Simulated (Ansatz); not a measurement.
**B₆As — B-11 NMR of the central transition**

Cell: a computed structure from the Materials Project (it need not be an observed phase), taken as it stands.

Space group R-3m:H (No. 166); a = 6.1368, c = 11.8948 Å, γ = 120.00°.

```csv
site,Wyckoff,site symmetry,x,y,z
B1,18h,.m,0.8968,0.7936,0.1185
B3,18h,.m,0.1831,0.8169,0.6387
As,6c,3m,0.0000,0.0000,0.6006
```

One atom of each set is listed; the run and its k-mesh use a cell of 14 atoms with edges of 5.32, 5.32, 5.32 Å.

All values are calculated (Ansatz; DFT, r2SCAN, plane waves and PAW (field gradients read without the response of the frozen cores, which leaves them typically 4 to 6 % off), scalar-relativistic, 500 eV cutoff, Γ-centred 6×6×6 k-points, Fermi–Dirac smearing 0.05 eV), not measured.

B-11 has I = 3/2 and Q = 40.59 mb (Pyykkö 2018); at 23.5 T its Larmor frequency is ν₀ = 321.1 MHz. Only the quadrupole interaction is simulated: positions count from each site's isotropic chemical shift, and J coupling is left out, as are shift anisotropy and dipolar coupling, which fast spinning averages.

The B sites: B1 (6 atoms; 6 B at 1.77–1.90 Å); B3 (6 atoms; 5 B at 1.73–1.81 Å, 1 As at 2.00 Å).

Fitted components of the simulated spectrum:

```csv
component,|C_Q| (MHz),η
A,0.321,0.60
B,1.30,0.25
```

Q: Which site most likely gives which component?

A: By the calculation, A is B3, B is B1. Like point charges on the first shell alone (each adding as 1/d³) would give the same order.

Hardware: 1 thread of AMD EPYC 9R14 (Zen 4) (x86_64; 16 cores open to the job, memory cap 3.0 GiB, no GPU), a shared host with a load of 0.3 a core. Wall time 16 s, CPU time 16 s, peak memory 0.78 GiB.
